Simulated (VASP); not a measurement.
Calculation: PBE GGA, VASP's PBE PAW potentials (set 64) (plane waves; VASP 6.6.1).

The input files of a VASP run:

**INCAR**
```
SYSTEM=CsI
PREC=Accurate; ENCUT=400; LREAL=.FALSE.
LASPH=.TRUE.; NELECT=16.02
EDIFF=1E-6; NELM=100; ALGO=Normal
LMAXMIX=4
ISMEAR=0; SIGMA=0.05
GGA=PE
ISIF=2
LWAVE=.FALSE.; LCHARG=.FALSE.
```

**POSCAR**
```
CsI
1.0
  4.5700000000   0.0000000000   0.0000000000
  0.0000000000   4.5700000000   0.0000000000
  0.0000000000   0.0000000000   4.5700000000
Cs I
1 1
Direct
  0.0000000000   0.0000000000   0.0000000000
  0.5000000000   0.5000000000   0.5000000000
```

File KPOINTS:
```
K-points
0
G
5 5 5
```

POTCAR, in this order: Cs_sv I (PBE.64 set). Program: vasp_std.

The run wrote:

### OUTCAR
```
 ion  position               nearest neighbor table
   1  0.000  0.000  0.000-
   2  0.500  0.500  0.500-
  LATTYP: Found a simple cubic cell.
 ALAT       =     4.5700000000
 Subroutine PRICEL returns:
 Original cell was already a primitive cell.
 Subroutine GETGRP returns: Found 48 space group operations
The static configuration has the point symmetry O_h .
The dynamic configuration has the point symmetry O_h .
 Subroutine INISYM returns: Found 48 space group operations
 Subroutine IBZKPT returns following result:
 Found     10 irreducible k-points:

 Following reciprocal coordinates:
            Coordinates               Weight
  0.000000  0.000000  0.000000      1.000000
  0.200000  0.000000  0.000000      6.000000
  0.400000  0.000000  0.000000      6.000000
  0.200000  0.200000  0.000000     12.000000
  0.400000  0.200000  0.000000     24.000000
  0.400000  0.400000  0.000000     12.000000
  0.200000  0.200000  0.200000      8.000000
  0.400000  0.200000  0.200000     24.000000
  0.400000  0.400000  0.200000     24.000000
  0.400000  0.400000  0.400000      8.000000
   k-points           NKPTS =     10   k-points in BZ     NKDIM =     10   number of bands    NBANDS=     12
   number of dos      NEDOS =    301   number of ions     NIONS =      2
   total plane-waves  NPLWV =  27000
   dimension x,y,z NGX =    30 NGY =   30 NGZ =   30
   dimension x,y,z NGXF=    60 NGYF=   60 NGZF=   60
   ions per type =               1   1
   PREC   = accura    normal or accurate (medium, high low for compatibility)
   ISTART =      0    job   : 0-new  1-cont  2-samecut
   ICHARG =      2    charge: 1-file 2-atom 10-const
   ISPIN  =      1    spin polarized calculation?
   LNONCOLLINEAR =      F non collinear calculations
   LSORBIT =      F    spin-orbit coupling
   INIWAV =      1    electr: 0-lowe 1-rand  2-diag
   ENCUT  =  400.0 eV  29.40 Ry    5.42 a.u.   7.45  7.45  7.45*2*pi/ulx,y,z
...
```

OSZICAR:
```
       N       E                     dE             d eps       ncg     rms          rms(c)
DAV:   1     0.823081035287E+02    0.82308E+02   -0.50725E+03   240   0.878E+02
DAV:   2     0.100837085285E+01   -0.81300E+02   -0.77277E+02   360   0.151E+02
DAV:   3    -0.539302401439E+01   -0.64014E+01   -0.63839E+01   304   0.483E+01
DAV:   4    -0.547637737221E+01   -0.83353E-01   -0.83324E-01   284   0.713E+00
DAV:   5    -0.547737755582E+01   -0.10002E-02   -0.10001E-02   312   0.811E-01    0.166E+00
DAV:   6    -0.535486649156E+01    0.12251E+00   -0.16504E-01   272   0.191E+00    0.125E+00
DAV:   7    -0.533003992663E+01    0.24827E-01   -0.13509E-01   268   0.180E+00    0.596E-01
DAV:   8    -0.533316010225E+01   -0.31202E-02   -0.91340E-03   272   0.619E-01    0.875E-02
DAV:   9    -0.533356308859E+01   -0.40299E-03   -0.83592E-04   276   0.199E-01    0.763E-02
DAV:  10    -0.533363717095E+01   -0.74082E-04   -0.94229E-05   288   0.680E-02    0.149E-02
DAV:  11    -0.533363872541E+01   -0.15545E-05   -0.27882E-05   268   0.298E-02    0.587E-03
DAV:  12    -0.533363892541E+01   -0.20000E-06   -0.30834E-06   272   0.124E-02
   1 F= -.53336389E+01 E0= -.53335225E+01  d E =-.232897E-03
```

File OUTCAR:
```
------------------------ aborting loop because EDIFF is reached ----------------------------------------
  FORCE on cell =-STRESS in cart. coord.  units (eV):
  Direction    XX          YY          ZZ          XY          YZ          ZX
  --------------------------------------------------------------------------------------
  Total        0.6165027      0.6165027      0.6165027     -0.0000000     -0.0000000     -0.0000000
  in kB       10.3489661     10.3489661     10.3489661     -0.0000000     -0.0000000     -0.0000000
  external PRESSURE =      10.3489661 kB  Pullay stress =       0.0000000 kB
  volume of cell :       95.44
      direct lattice vectors                 reciprocal lattice vectors
     4.570000000  0.000000000  0.000000000     0.218818381  0.000000000  0.000000000
     0.000000000  4.570000000  0.000000000     0.000000000  0.218818381  0.000000000
     0.000000000  0.000000000  4.570000000     0.000000000  0.000000000  0.218818381
 POSITION                                       TOTAL-FORCE (eV/Angst)
 -----------------------------------------------------------------------------------
      0.00000      0.00000      0.00000         0.000000      0.000000      0.000000
      2.28500      2.28500      2.28500         0.000000      0.000000      0.000000
 -----------------------------------------------------------------------------------
    total drift:                                0.000000     -0.000000     -0.000000
  FREE ENERGIE OF THE ION-ELECTRON SYSTEM (eV)
  ---------------------------------------------------
  free  energy   TOTEN  =        -5.3336389254 eV

  energy  without entropy=       -5.3334060287  energy(sigma->0) =       -5.33352248
```
(Selected blocks of OUTCAR.)

The cell is charged, with a uniform compensating background.

The compound is CsI in the CsCl type structure. The cell was not relaxed at this level. The run is one of a series of settings (NELECT = 16.02 against the base run), some of them coarse on purpose.
